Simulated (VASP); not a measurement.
A run of VASP 6.6.1 is set up as follows.

File INCAR:

```
PREC     = Accurate       # precision mode
ENCUT    = 520            # plane-wave cutoff, eV
EDIFF    = 1E-6           # SCF threshold, eV
ISMEAR   = 0              # smearing method
SIGMA    = 0.5            # smearing width, eV
LREAL    = False          # projectors in reciprocal space
LASPH    = True           # aspherical terms in the spheres
NELM     = 100            # most SCF steps
ALGO     = Normal         # electronic algorithm
ISIF     = 2              # what is computed and relaxed
LWAVE    = False          # write WAVECAR
LCHARG   = False          # write CHGCAR
GGA      = PS             # functional
NBANDS   = 64             # bands
```

KPOINTS

```
Automatic mesh
0
Gamma
  6 6 6
```

The input POSCAR:

```
SnO2
1.0
   -3.2154900000      3.3740300000      3.3739400000
    3.2154900000     -3.3740300000      3.3739400000
    3.2154900000      3.3740300000     -3.3739400000
Sn O
4 8
Direct
    0.0000800000      0.2500800000      0.7500000000
    0.9999200000      0.7499200000      0.2500000000
    0.5000000000      0.5000000000      0.5000000000
    0.5000000000      0.0000000000      0.0000000000
    0.1937400000      0.1937000000      0.4999600000
    0.6937800000      0.7500400000      0.9437400000
    0.1937400000      0.6937800000      0.0000400000
    0.3063000000      0.7500400000      0.5562600000
    0.6937000000      0.2499600000      0.4437400000
    0.3062200000      0.2499600000      0.0562600000
    0.8062600000      0.3062200000      0.9999600000
    0.8062600000      0.8063000000      0.5000400000
```

Potentials or basis: VASP PAW PBE potentials, release 64 (Sn_d, O).

Command:

```sh
$ cat potpaw_PBE.64/Sn_d/POTCAR potpaw_PBE.64/O/POTCAR > POTCAR
$ mpirun -np 1 vasp_std > vasp.out
```

**Question.** Estimate the largest force.

**Answer.** 0.006 eV/Å.

**Question.** Predict the band gap on the k mesh.

**Answer.** 0.89 eV.

**Question.** What does it give for the pressure?

**Answer.** 0.2 GPa.

Stress tensor (GPa, compression positive):
```
0.30 0.00 0.00
0.00 0.21 0.00
0.00 0.00 0.22
```

Caveat: the PAW data sets were made with another functional, which shifts forces and pressure a little; spin-orbit coupling is left out, which moves the levels of the heavy elements. As with any semilocal functional, this PBEsol gap is likely too small.
